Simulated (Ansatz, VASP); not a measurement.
## Na: VASP beside Ansatz

Contents of INCAR:

```
SYSTEM = Na
PREC = Accurate ; ENCUT = 520
EDIFF = 1E-8 ; ISMEAR = -1
SIGMA = 0.05 ; LREAL = .FALSE.
LASPH = .TRUE. ; NELM = 80
ALGO = Normal ; ISIF = 2
LWAVE = .FALSE. ; LCHARG = .FALSE.
GGA = PS ; LEFG = .TRUE.
NBANDS = 14
```

Contents of KPOINTS:

```
regular mesh
0
G
  13 13 7
  0 0 0
```

POSCAR

```
Na
1.0
    3.8046710076      0.0000000000      0.0000000000
   -1.9023355038      3.2949417456      0.0000000000
    0.0000000000      0.0000000000      6.1540000000
Na
2
Direct
    0.3333333333      0.6666666667      0.2500000000
    0.6666666667      0.3333333333      0.7500000000
```

Input for Ansatz:

```yaml
crystal:
  lattice:
    - [3.8046710076, 0.0, 0.0]
    - [-1.9023355038, 3.2949417456, 0.0]
    - [0.0, 0.0, 6.154]
  atoms:
    - { symbol: Na, position: [0.3333333333, 0.6666666667, 0.25] }
    - { symbol: Na, position: [0.6666666667, 0.3333333333, 0.75] }
kpoints:
  mp_grid: { grid: [13, 13, 7] }
scf:
  occupations: { method: fermi_dirac, width: 0.05 }
hamiltonian:
  xc: pbesol
  pseudopotentials: { kind: all_electron, datasets: crystal }
output:
  forces: true
  stress: true
  eigenvalues: true
  efg: { contact_densities: true }
```

Change from the starting cell: equal xx and yy strain of +1 %, crystal datasets.

Alike in both runs: task electric field gradients; functional PBEsol; k mesh 13 × 13 × 7; occupations fermi-dirac, width 0.05 eV; no spin polarisation.

|  | VASP | Ansatz |
| --- | --- | --- |
| version | VASP 6.6.1 | Ansatz 0.2.0 |
| potentials or method | VASP PAW PBE potentials, release 64 (Na_pv) | all-electron PAW with datasets made for the crystal, scalar-relativistic |
| plane-wave cutoff (eV) | 520 | see its input |

```csv
,VASP,Ansatz,Ansatz less VASP
pressure (GPa),-0.4,-0.4,0.00
largest component of the traceless stress (GPa),0.13,0.13,-0.002
Vzz of the field gradient on the site that differs most (V/Å²),-0.1,-0.1,+0.01
```

Ansatz ran all-electron here, so the differences hold the error of VASP's frozen core and of both bases.

Caveats: the PAW data sets were made with another functional, which shifts forces and pressure a little (VASP).
